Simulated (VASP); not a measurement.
Wanted: the native input for a VASP 6.6.1 run.

| Item | Value |
| --- | --- |
| Task | single point |
| Functional | PBEsol |
| Potentials or basis | VASP PAW PBE potentials, release 64 (Cd, Se) |
| Cutoff | 520 eV |
| k mesh | 14 × 14 × 14 |
| Occupations | gaussian, width 0.1 eV |
| Spin | no spin polarisation |
| Dipole correction | no |
| Further INCAR settings | ALGO = Normal; EDIFF = 1e-06; NBANDS = 16 |

The structure of CdSe lies in POSCAR:

```
CdSe
1.0
    0.0000000000      2.7753634960      2.7753634960
    2.7753634960      0.0000000000      2.7753634960
    2.7753634960      2.7753634960      0.0000000000
Cd Se
1 1
Direct
    0.0000000000      0.0000000000      0.0000000000
    0.5000000000      0.5000000000      0.5000000000
```

Measurements of this composition are mostly on another form, of space group No. 186.

The cell isn't the ideal one: S replaced by Se, lengths x 1.036, strained and moved within the space group.

One way to write it, as run:

INCAR

```
SYSTEM = CdSe
ALGO     = Normal         ! electronic algorithm
EDIFF    = 1E-6           ! SCF threshold, eV
ENCUT    = 520            ! plane-wave cutoff, eV
GGA      = PS             ! functional
ISIF     = 2              ! what is computed and relaxed
ISMEAR   = 0              ! smearing method
LASPH    = .TRUE.         ! aspherical terms in the spheres
LCHARG   = .TRUE.         ! write CHGCAR
LELF     = .TRUE.         ! ELF
LREAL    = .FALSE.        ! projectors in reciprocal space
LVHAR    = .TRUE.       
LWAVE    = .FALSE.        ! write WAVECAR
NBANDS   = 16             ! bands
NELM     = 100            ! most SCF steps
PREC     = Accurate       ! precision mode
SIGMA    = 0.1            ! smearing width, eV
```

KPOINTS

```
k-points
0
G
  14 14 14
  0 0 0
```

Potentials or basis: VASP PAW PBE potentials, release 64 (Cd, Se).

The run is started by

```console
$ cat potpaw_PBE.64/Cd/POTCAR potpaw_PBE.64/Se/POTCAR > POTCAR
$ mpirun -np 1 vasp_std > vasp.out
```

It gave:

```
Pressure               : 3.8 GPa
Band gap on the k mesh : none (metal or under the smearing width)
```

Caveat: the PAW data sets were made with another functional, which shifts forces and pressure a little.

Run time: 57 s on 1 thread of Intel(R) Xeon(R) Platinum 8259CL CPU @ 2.50GHz (Skylake/Cascade Lake), with other jobs on the host, peak memory 0.22 GiB.
